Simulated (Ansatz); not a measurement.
## SiO2 in Ansatz: the effect of functional

Crystal: SiO2.

```
Si O
1.0
    -2.83790    2.83790    5.66021
     2.83790   -2.83790    5.66021
     2.83790    2.83790   -5.66021
Si O
4 8
Direct
  0.87500 0.26362 0.88862
  0.01362 0.62500 0.88862
  0.73638 0.12500 0.11138
  0.37500 0.98638 0.11138
  0.63373 0.13373 0.50000
  0.46788 0.96788 0.93575
  0.03212 0.53212 0.06425
  0.11627 0.11627 0.00000
  0.88373 0.88373 0.00000
  0.86627 0.36627 0.50000
  0.28212 0.71788 0.00000
  0.71788 0.28212 0.00000
```

The cell comes from a database or a generator and needn't be the stable form of this composition.

Alike in all runs:

- Program: Ansatz 0.2.0
- Task: band structure
- Potentials or basis: Ansatz PAW
- k mesh: 7 × 7 × 7
- Occupations: fermi-dirac, width 0.05 eV
- Spin: no spin polarisation

```csv
functional,cutoff,gap on the mesh (eV),pressure (GPa),largest force (eV/Å)
LDA,420 eV (not typed: the program's choice for these potentials),4.66,-5.9,0.54
PBEsol,420 eV (not typed: the program's choice for these potentials),?,?,?
r2SCAN,500 eV (not typed: the program's choice for these potentials),5.46,-4.4,0.45
```

Q: What does the run with functional PBEsol give?

A: gap on the mesh 4.82 eV; pressure -2.3 GPa; largest force 0.19 eV/Å.

Caveats: the PAW data sets come from PBE, with cores solved anew for the run's functional, which leaves a small shift of forces and pressure.

